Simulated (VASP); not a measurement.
Runs of VASP 6.6.1 on CoO. The structure is hexagonal, space group P-6m2 (No. 187). Conventional cell: a = 2.828 Å, b = 2.828 Å, c = 2.722 Å, α = 90.00°, β = 90.00°, γ = 120.00°. Co (site symmetry -6m2) is surrounded by 6 O at 2.13 Å. O (site symmetry -6m2) has 6 Co at 2.13 Å as nearest neighbours. The cell was built by a generator and needn't be a form met in nature.

```csv
level,gap on the mesh (eV),pressure (GPa),moment (μB),relaxed volume (Å³/atom)
r2SCAN,none,0.0,3.00,9.26
optB88-vdW,none,0.0,3.00,9.31
SCAN,none,0.0,3.00,(b)
vdW-DF-cx,none,0.0,3.00,(a)
rev-vdW-DF2,none,-0.3,3.00,9.16
```

Alike in all rows: task relaxation of cell and atoms; potentials or basis VASP PAW PBE potentials, release 64 (Co, O); spin collinear, ferromagnetic start; cell relaxed; k mesh 8 × 8 × 7; cutoff (eV) 600; smearing fermi-dirac 0.05 eV.

Question: Estimate the missing entries.

Answer: (a) 9.00; (b) 9.23.

Caveats: the PAW data sets were made with another functional, which shifts forces and pressure a little; a cell with one magnetic atom can't hold antiferromagnetic order, which such compounds often take; semilocal functionals often make such compounds metallic where correlation or magnetic order opens a gap, which also shifts bond lengths.

A gap of «none» marks a metal or a gap under the smearing width.
